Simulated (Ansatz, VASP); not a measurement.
# Co: VASP beside Ansatz

```
Co
1.0
    -1.36323    1.36323    1.36323
     1.36323   -1.36323    1.36323
     1.36323    1.36323   -1.36323
Co
1
Direct
  0.00000 0.00000 0.00000
```

Alike in both runs: functional PBEsol; k mesh 16 × 16 × 16; occupations fermi-dirac, width 0.1 eV; no spin polarisation.

Ansatz relaxed the structure, and its values are those at the end. VASP's run is a single point on that final structure, the one shown.

|  | VASP | Ansatz |
| --- | --- | --- |
| version | VASP 6.6.1 | Ansatz 0.2.0 |
| potentials or method | VASP PAW PBE potentials, release 64 (Co) | plane waves (420 eV) with PAW, scalar-relativistic |
| plane-wave cutoff (eV) | 520 | 420 |
| valence electrons in the cell | 9 | 17 |

Ansatz gave:

```
pressure (GPa) : 0.0
```

Q: Which values does VASP return?

A: Pressure (GPa): -1.0.

The two sets of potentials don't hold the same shells in valence. Ansatz warned: «pseudo_functional_mismatch».

Caveats: the PAW data sets were made with another functional, which shifts forces and pressure a little (VASP); the run has no spin polarisation, though such a crystal can be magnetic. Spin polarisation is off, so any magnetic state and its effect on volume and gap are missing.
